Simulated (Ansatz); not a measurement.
ScAl: phonons across the zone

Computed with Ansatz 0.2.0, DFT PBEsol, scalar-relativistic, plane waves, PAW. Plane waves to 420 eV; Γ-centred k mesh 12×12×12; Fermi-Dirac smearing of 0.15 eV. No spin polarisation. Phonons by linear response, acoustic sum rule imposed.

The cell, relaxed at this level:
```
Sc Al
1.0
     3.34789    0.00000    0.00000
     0.00000    3.34789    0.00000
     0.00000    0.00000    3.34789
Sc Al
1 1
Direct
  0.50000 0.50000 0.50000
  0.00000 0.00000 0.00000
```

In a metal, frequencies and elastic constants depend on the k mesh and the smearing, soft modes and shear constants most.

Force constants from linear response on a 4×4×4 q mesh.

Path: Γ–X–M–Γ–R–X | R–M. Distance along the path (Å⁻¹), then the branches (cm⁻¹, negative for imaginary):
```
0.000  0 0 0 289 289 289
0.117  32 34 34 288 288 289
0.235  64 67 67 285 285 288
0.352  97 98 98 280 280 286
0.469  125 125 130 273 273 283
0.587  148 148 161 265 265 277
0.704  167 167 191 256 256 268
0.821  180 180 217 249 249 256
0.938  186 186 237 240 246 246
1.056  174 185 222 246 248 263
1.173  152 183 199 248 267 281
1.290  128 174 180 250 288 298
1.408  104 147 177 254 306 313
1.525  84 118 174 257 321 325
1.642  67 89 172 260 333 334
1.760  56 64 170 262 340 340
1.877  52 52 170 263 342 342
2.043  53 78 170 261 336 340
2.208  54 124 171 259 315 334
2.374  54 167 169 258 283 325
2.540  50 152 202 247 264 314
2.706  44 127 178 252 273 304
2.872  35 91 123 272 281 296
3.038  19 48 63 285 287 291
3.204  0 0 0 289 289 289
3.407  39 39 82 281 290 290
3.610  73 73 156 259 291 291
3.813  104 104 194 249 293 293
4.016  133 133 168 286 293 293
4.220  145 162 162 292 292 313
4.423  157 192 192 287 287 316
4.626  198 219 219 278 278 296
4.829  232 232 232 272 272 272
4.995  210 212 231 269 286 288
5.161  172 182 227 262 303 307
5.327  131 160 219 254 312 319
5.493  101 154 209 248 310 320
5.659  100 165 199 245 299 312
5.824  127 186 191 244 280 295
5.990  163 187 214 245 255 271
6.156  186 186 237 240 246 246
6.156  232 232 232 272 272 272
6.274  220 220 231 272 281 281
6.391  196 196 227 270 296 296
6.508  169 169 220 268 309 309
6.625  139 139 210 266 321 321
6.743  110 110 197 265 330 330
6.860  83 83 184 264 337 337
6.977  61 61 174 263 341 341
7.095  52 52 170 263 342 342
```

Whether ScAl exists in this form wasn't checked.

Cost: 1 run of about 8.4 core-minutes, on Intel Xeon Platinum 8375C (Ice Lake) (shared hosts).